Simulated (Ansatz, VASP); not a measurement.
**One calculation of V, two programs**

```
CELL_PARAMETERS angstrom
2.60140 0.00000 0.00000
-1.30070 2.25288 0.00000
0.00000 0.00000 2.41916
ATOMIC_POSITIONS crystal
V 0.00000 0.00000 0.00000
```

Alike in both runs: functional PBE; k mesh 24 × 24 × 22; occupations gaussian, width 0.1 eV; no spin polarisation.

Ansatz relaxed the structure, and its values are those at the end. VASP's run is a single point on that final structure, the one shown.

|  | VASP | Ansatz |
| --- | --- | --- |
| version | VASP 6.6.1 | Ansatz 0.2.0 |
| potentials or method | VASP PAW PBE potentials, release 64 (V_sv) | scalar-relativistic, plane waves, PAW |
| plane-wave cutoff (eV) | 520 | 420 |
| valence electrons in the cell | 13 | 13 |

Ansatz gave:

- gap on the k mesh at the Fermi level (eV): none
- pressure (GPa): 0.0

Task: What did VASP give for the same quantities?

Result: gap on the k mesh at the Fermi level (eV): none; pressure (GPa): 0.3.

A gap of «none» marks a metal or a gap that the smearing closes. The functional is the same, so the differences come from potentials, cutoffs and numerics.
